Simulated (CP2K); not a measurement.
The system is Ti.

```
Ti
1.0
     2.95000    0.00000    0.00000
    -1.47500    2.55477    0.00000
     0.00000    0.00000    4.68000
Ti
2
Direct
  0.66667 0.33333 0.75000
  0.33333 0.66667 0.25000
```

Base run:

| Item | Value |
| --- | --- |
| Program | CP2K 2026.2 |
| Functional | BEEF-vdW |
| Potentials or basis | POTENTIAL_UZH Ti GTH-PBE-q12; TZVP-MOLOPT-PBE-GTH basis |
| Density cutoff | 9184 eV |
| k mesh | 10 × 10 × 6 |
| Occupations | fermi-dirac, width 0.05 eV |
| Spin | no spin polarisation |

Its results: band gap on the k mesh none (metal or under the smearing width); pressure -1.2 GPa; largest force 0.322 eV/Å.

**Question.** The run is repeated on the same cell with these changes: functional from BEEF-vdW to RPBE. What comes out?

**Answer.** Band gap on the k mesh none (metal or under the smearing width); pressure 1.6 GPa; largest force 0.028 eV/Å.

Caveats: the potentials were made for another functional, which shifts forces and pressure; the basis of atomic orbitals isn't converged, which shifts pressures, moduli and gaps.
